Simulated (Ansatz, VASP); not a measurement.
**Two plane-wave programs on Li2H**

```xyz
6
Lattice="0.0000 4.1076 2.9178 2.9161 0.0000 2.9178 2.9161 4.1076 0.0000" Properties=species:S:1:pos:R:3 pbc="T T T"
Li    1.4562    4.2892    2.7546
Li    4.3761    3.9259    2.7546
Li    2.9142    5.9797    4.2136
Li    5.8342    6.3430    4.2136
H     2.9161    4.1076    4.2168
H     4.3742    6.1613    5.6757
```

Alike in both runs: functional PBE; k mesh 4 × 4 × 4; occupations gaussian, width 0.1 eV; no spin polarisation.

Ansatz relaxed the structure, and its values are those at the end. VASP's run is a single point on that final structure, the one shown.

|  | VASP | Ansatz |
| --- | --- | --- |
| version | VASP 6.6.1 | Ansatz 0.2.0 |
| potentials or method | VASP PAW PBE potentials, release 64 (Li_sv, H) | scalar-relativistic, plane waves, PAW |
| plane-wave cutoff (eV) | 520 | 420 |
| valence electrons in the cell | 14 | 14 |

|  | VASP | Ansatz | Ansatz less VASP |
| --- | --- | --- | --- |
| gap on the k mesh at the Fermi level (eV) | none | none | - |
| rms of the force components (eV/Å) | 0.009 | 0.009 | -0.0002 |

A gap of «none» marks a metal or a gap that the smearing closes.

Caveats: the k mesh is coarse (spacing up to 0.43 Å⁻¹), so the values aren't converged.
